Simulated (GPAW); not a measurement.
A run of GPAW 26.7.0 is set up as follows.

File run.py:

```python
import numpy as np
from ase import Atoms
from ase.dft.bandgap import bandgap
from ase.io import write
from gpaw import GPAW, PW
from gpaw.response.df import DielectricFunction

atoms = Atoms(['Te', 'Sn'],
              cell=[[0.0, 3.1297027185, 3.1297027185],
                    [3.1297027185, 0.0, 3.1297027185],
                    [3.1297027185, 3.1297027185, 0.0]],
              scaled_positions=[[0.5, 0.5, 0.5],
                                [0.0, 0.0, 0.0]],
              pbc=True)

calc = GPAW(mode=PW(450),
            xc='PBE',
            kpts={'size': (6, 6, 6), 'gamma': True},
            occupations={'name': 'fermi-dirac', 'width': 0.001},
            nbands=19,
            convergence={'density': 1e-06},
            maxiter=150,
            txt='gpaw.txt')
atoms.calc = calc
energy = atoms.get_potential_energy()
calc.write('gs.gpw')
write('result.traj', atoms)
print(f'Energy: {energy:.6f} eV')
print('Fermi level:', round(calc.get_fermi_level(), 4), 'eV')
print(f'Gap: {bandgap(calc)[0]:.4f} eV, direct: {bandgap(calc, direct=True)[0]:.4f} eV')

for size in [(18, 18, 18)]:
    name = 'x'.join(str(n) for n in size)
    dense = calc.fixed_density(kpts={'size': size, 'gamma': True},
                               nbands=36, convergence={'bands': 30, 'eigenstates': 1e-7},
                               update_fermi_level=True, txt=f'dense-{name}.txt')
    dense.write(f'{name}.gpw', mode='all')
    df = DielectricFunction(f'{name}.gpw', frequencies=np.array([0.0]), hilbert=False, eta=0.001,
                            ecut=80, nbands=30, intraband=False, txt=f'df-{name}.txt')
    for xc in ['RPA']:
        for direction in ['x', 'y', 'z', [0, 1, 1], [1, 0, 1], [1, 1, 0]]:
            e0, e = df.get_macroscopic_dielectric_constant(xc=xc, direction=direction)
            print(f'{name} {xc} {direction}: {e0:.4f} without, {e:.4f} with local fields')
```

Potentials or basis: GPAW PAW data sets (gpaw-data 1.2.1), pw.

Run with:

```bash
$ OMP_NUM_THREADS=1 python run.py
```

What does it give for the electronic dielectric tensor (diagonal)?

69.78.

Estimate the band gap on the k mesh.

0.17 eV, direct.

Electronic dielectric tensor:
```
69.78  0.00  0.00
 0.00 69.78  0.00
 0.00  0.00 69.78
```

Caveat: the gap is small at this level, which inflates the dielectric constant; the long-wavelength limit can be off by a per cent or two; spin-orbit coupling is left out, which moves the levels of the heavy elements.

**What was measured.**

From a printed reference work, textbook, for a bulk crystal of SnTe at 300 K: band gap 0.18 eV (direct).

Against the measured gap of SnTe, 0.18 eV (direct; 300 K; a printed reference work, textbook), the calculated 0.17 eV is off by -0.01 eV. Spin-orbit coupling on Sn, Te is left out. The value is that of PBE on a finite k mesh, which can miss the band edges, without temperature or zero-point motion. Semilocal functionals fall short of measured gaps as a rule.
